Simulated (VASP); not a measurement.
The system is LiCl.

```
CELL_PARAMETERS angstrom
0.00000 2.54212 2.54212
2.54212 0.00000 2.54212
2.54212 2.54212 0.00000
ATOMIC_POSITIONS crystal
Li 0.00000 0.00000 0.00000
Cl 0.50000 0.50000 0.50000
```

The cell is a database's computed one.

```yaml
Program: VASP 6.6.1
Task: relaxation of cell and atoms
Functional: PBE
Potentials_or_basis: VASP PAW PBE potentials, release 64 (Li_sv, Cl)
Cutoff: 600 eV
k_mesh: 8 × 8 × 8
Occupations: gaussian, width 0.02 eV
Spin: no spin polarisation
```

At the start: pressure 1.2 GPa; volume 16.43 Å³/atom.

Q: How do energy, volume and symmetry change on relaxing?

A: Over 3 steps the energy falls by 2.2 meV/atom and the volume is 17.03 Å³/atom (+3.7 %); space group Fm-3m (No. 225, to 0.05 Å).

The path:
```
step  energy change (eV)  largest force (eV/Å)  pressure (GPa)  volume (Å³)
   1              0.0000                0.0000            1.23        32.86
   2             -0.0034                0.0000            0.58        33.46
   3             -0.0044                0.0000           -0.02        34.07
```

Final structure:
```xyz
2
Lattice="0.0000 2.5730 2.5730 2.5730 0.0000 2.5730 2.5730 2.5730 0.0000" Properties=species:S:1:pos:R:3 pbc="T T T"
Li    0.0000    0.0000    0.0000
Cl    2.5730    2.5730    2.5730
```

Caveat: the cutoff is under 1.25 times the usual one of these potentials, so pressure, stress and relaxed cells hold a basis-set (Pulay) error.
